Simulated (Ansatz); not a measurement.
Crystal: TiO2 (Anatase).

```xyz
6
Lattice="-1.8921 1.8921 4.7573 1.8921 -1.8921 4.7573 1.8921 1.8921 -4.7573" Properties=species:S:1:pos:R:3 pbc="T T T"
Ti    0.0000    1.8921    2.3786
Ti    0.0000    0.0000    0.0000
O     0.0000    0.0000    7.5346
O     0.0000    1.8921    0.3987
O     0.0000    1.8921    4.3586
O     0.0000    0.0000    1.9800
```

```yaml
Program: Ansatz 0.2.0
Task: relaxation of cell and atoms
Functional: PBE
Potentials_or_basis: PseudoDojo stringent (PBE files)
Cutoff: 1252 eV
Density_cutoff: 5007 eV
k_mesh: 10 × 10 × 10
Occupations: fermi-dirac, width 0.05 eV
Spin: no spin polarisation
```

At the start: volume 11.35 Å³/atom.

Question: How do energy, volume and symmetry change on relaxing?

Answer: It ends after 5 steps and the volume is 11.65 Å³/atom (+2.6 %); space group I4_1/amd (No. 141, to 0.05 Å).

The path:
| step | energy change (eV) | largest force (eV/Å) | volume (Å³) |
| --- | --- | --- | --- |
| 1 | 0.0000 | 0.0872 | 68.13 |
| 2 | -0.0223 | 0.0277 | 69.26 |
| 3 | -0.0258 | 0.0047 | 69.86 |
| 4 | -0.0263 | 0.0067 | 69.90 |
| 5 | -0.0265 | 0.0067 | 69.90 |

Final structure:
```cif
data_structure
_symmetry_space_group_name_H-M 'P 1'
_symmetry_Int_Tables_number 1
_cell_length_a 5.5418
_cell_length_b 5.5418
_cell_length_c 5.5418
_cell_angle_alpha 139.931
_cell_angle_beta 139.931
_cell_angle_gamma 57.958
_cell_volume 69.90
loop_
_atom_site_label
_atom_site_type_symbol
_atom_site_fract_x
_atom_site_fract_y
_atom_site_fract_z
_atom_site_occupancy
Ti1 Ti 0.75000 0.25000 0.50000 1
Ti2 Ti 0.00000 0.00000 0.00000 1
O1 O 0.79353 0.79353 0.00000 1
O2 O 0.54353 0.04353 0.50000 1
O3 O 0.95647 0.45647 0.50000 1
O4 O 0.20647 0.20647 0.00000 1
```

Caveat: the plane-wave basis is chosen anew once the cell has moved, so the energies of steps on either side of that aren't comparable.
